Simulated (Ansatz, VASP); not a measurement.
**Two plane-wave programs on H**

Contents of INCAR:

```
SYSTEM = H
ALGO = Normal
EDIFF = 1E-6
ENCUT = 520
GGA = PS
ISIF = 2
ISMEAR = -1
LASPH = .True.
LCHARG = .False.
LREAL = Auto
LWAVE = .False.
NBANDS = 22
NELM = 100
PREC = Accurate
SIGMA = 0.1551
```

KPOINTS

```
k-points
0
Gamma
  4 4 4
  0 0 0
```

The input POSCAR:

```
H
1.0
    7.3179899665     -7.3278838611      0.0000000000
    7.3179899665      7.3278838611      0.0000000000
   -7.3179899665      0.0000000000      7.3495262750
H
16
Direct
    0.0243101213      0.0641350946      0.7972329234
    0.7481029084      0.1523935555      0.5964541783
    0.4162570164      0.8445947185      0.2489615635
    0.9355850413      0.4556794786      0.4194706844
    0.4253914399      0.8098962547      0.8259159857
    0.2271231001      0.6005623792      0.0252704588
    0.6633668711      0.4013535105      0.9935188827
    0.5706498170      0.7149438158      0.0885468137
    0.4526372992      0.7364795391      0.8135611423
    0.1707482085      0.6392536524      0.0418417426
    0.7133345117      0.3484490369      0.9904319774
    0.4822681534      0.6688596166      0.0083880910
    0.0869617899      0.0369873202      0.8435366253
    0.8209585006      0.1468999974      0.6697089248
    0.4093830848      0.9261525495      0.2969349702
    0.8529221363      0.4533594804      0.3402250360
```

Input for Ansatz:

```yaml
crystal:
  lattice:
    - [7.3179899665, -7.3278838611, 0.0]
    - [7.3179899665, 7.3278838611, 0.0]
    - [-7.3179899665, 0.0, 7.349526275]
  atoms:
    - { symbol: H, position: [0.0243101213, 0.0641350946, 0.7972329234] }
    - { symbol: H, position: [0.7481029084, 0.1523935555, 0.5964541783] }
    - { symbol: H, position: [0.4162570164, 0.8445947185, 0.2489615635] }
    - { symbol: H, position: [0.9355850413, 0.4556794786, 0.4194706844] }
    - { symbol: H, position: [0.4253914399, 0.8098962547, 0.8259159857] }
    - { symbol: H, position: [0.2271231001, 0.6005623792, 0.0252704588] }
    - { symbol: H, position: [0.6633668711, 0.4013535105, 0.9935188827] }
    - { symbol: H, position: [0.570649817, 0.7149438158, 0.0885468137] }
    - { symbol: H, position: [0.4526372992, 0.7364795391, 0.8135611423] }
    - { symbol: H, position: [0.1707482085, 0.6392536524, 0.0418417426] }
    - { symbol: H, position: [0.7133345117, 0.3484490369, 0.9904319774] }
    - { symbol: H, position: [0.4822681534, 0.6688596166, 0.008388091] }
    - { symbol: H, position: [0.0869617899, 0.0369873202, 0.8435366253] }
    - { symbol: H, position: [0.8209585006, 0.1468999974, 0.6697089248] }
    - { symbol: H, position: [0.4093830848, 0.9261525495, 0.2969349702] }
    - { symbol: H, position: [0.8529221363, 0.4533594804, 0.340225036] }
basis:
  ecutwfc: 420
kpoints:
  mp_grid: { grid: [4, 4, 4] }
hamiltonian:
  xc: pbesol
scf:
  occupations: { method: fermi_dirac, width: 0.1551 }
output:
  forces: true
  stress: true
  eigenvalues: true
  populations: true
  write_density: true
  write_potential: true
  elf: true
  volumetric_format: npy
```

Alike in both runs: task single point; functional PBEsol; k mesh 4 × 4 × 4; occupations fermi-dirac, width 0.1551 eV; no spin polarisation.

```csv
,VASP,Ansatz
version,VASP 6.6.1,Ansatz 0.2.0
potentials or method,"VASP PAW PBE potentials, release 64 (H)","scalar-relativistic, plane waves, PAW"
plane-wave cutoff (eV),520,420
valence electrons in the cell,16,16
```

```csv
,VASP,Ansatz,Ansatz less VASP
gap on the k mesh at the Fermi level (eV),8.94,8.94,0.000
least direct gap on the mesh (eV),8.94,8.95,0.000
pressure (GPa),-0.2,-0.1,+0.04
largest component of the traceless stress (GPa),0.20,0.20,+0.001
rms of the force components (eV/Å),0.484,0.488,+0.0033
```

Atom by atom the forces differ by 0.004 eV/Å (rms over components). With one functional, cell and mesh, what is left measures potentials, basis and numerics. Ansatz warned: «xc_potential_rough_in_thin_density».

Caveats: the PAW data sets were made with another functional, which shifts forces and pressure a little (VASP). As with any semilocal functional, this PBEsol gap is likely too small. A k mesh can miss the band edges.
